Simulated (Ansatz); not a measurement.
**Electron masses and the choice of a transistor channel**

Plane-wave DFT in Ansatz, PBE, scalar-relativistic PAW potentials, cutoff 420 eV, no spin-orbit coupling; no spin polarisation. Relaxed crystals whose conduction band edge is a single valley at Γ; masses by central differences along the Cartesian axes of the standard setting. A star marks a structure that wasn't matched here to a measured phase, so it may never have been made and needn't be stable; unstarred phases aren't always the most stable ones.

| crystal | gap (eV) | gap kind | m_x | m_y | m_z (mₑ) |
| --- | --- | --- | --- | --- | --- |
| MgO (Fm-3m) | 4.46 | direct | 0.337 | 0.337 | 0.337 |
| AlN (P6_3mc) | 4.03 | direct | 0.296 | 0.296 | 0.282 |
| ZnSe (F-43m) | 1.15 | direct | 0.0906 | 0.0906 | 0.0906 |
| TiO₂ (P4_2/mnm) | 1.86 | direct | 1.16 | 1.16 | 0.577 |
| InP (F-43m) | 0.44 | direct | 0.039 | 0.039 | 0.039 |
| SnO₂ (P4_2/mnm)* | 0.68 | direct | 0.171 | 0.17 | 0.157 |

**Question.** Take a film 3 nm thick, normal along z, current along x, at 300 K. Work out the injection velocity, the density-of-states capacitance and the confinement shift.

**Answer.** For a non-degenerate gas v_T = √(2k_BT/πm_x) = 5.38×10⁶ cm/s ÷ √(m_x/mₑ); one valley with both spins has C_Q = e²√(m_x m_y)/πħ² = 66.9 μF/cm² × √(m_x m_y)/mₑ; hard walls lift the first subband by ħ²π²/(2m_z t²) = 376 meV nm² ÷ (t² m_z/mₑ).
| crystal | v_T (10⁷ cm/s) | C_Q (μF/cm²) | shift (meV) |
| --- | --- | --- | --- |
| MgO (Fm-3m) | 0.93 | 22.5 | 124 |
| AlN (P6_3mc) | 0.99 | 19.8 | 148 |
| ZnSe (F-43m) | 1.79 | 6.1 | 461 |
| TiO₂ (P4_2/mnm) | 0.50 | 77.6 | 72 |
| InP (F-43m) | 2.72 | 2.6 | 1071 |
| SnO₂ (P4_2/mnm)* | 1.30 | 11.4 | 266 |

**Question.** With a gate oxide of 1 nm equivalent thickness (3.45 μF/cm²), which gives the most current per gate overdrive in the ballistic limit?

**Answer.** The gate capacitance is the series value C_G = 1/(1/C_ox + 1/C_Q), and the current goes as C_G v_T: InP (F-43m) 1.00, ZnSe (F-43m) 0.97, SnO₂ (P4_2/mnm)* 0.85, AlN (P6_3mc) 0.72, MgO (Fm-3m) 0.69, TiO₂ (P4_2/mnm) 0.41 (relative). For an isotropic mass C_G v_T peaks where C_Q = C_ox, at about 0.05 mₑ. This measure doesn't part those within 10 % of the top value: InP (F-43m), ZnSe (F-43m). C_Q is the degenerate value and v_T the non-degenerate one; at high drain bias only forward-going states fill, which halves C_Q, while degeneracy raises the velocity, so values within about 10 % of each other aren't ranked. Scattering and the charge centroid are left out, and so are side valleys, which confinement lifts less and can make the lowest. Members with gaps over 3 eV here are hard to dope and contact. In oxides whose conduction band is of d states, electrons tend to self-trap as polarons, and the band mass says little. Where the shift is over a third of the gap (ZnSe (F-43m), InP (F-43m), SnO₂ (P4_2/mnm)*) the band isn't parabolic that far up, so the true shift is smaller and the mass larger. Semilocal functionals give gaps too small and so, as a rule, masses too light.

Cost: about 5.4 core-minutes for the runs cited, on AMD EPYC 9R45 (Zen 5), Arm Neoverse V2, Arm Neoverse V1 and other processors (shared hosts).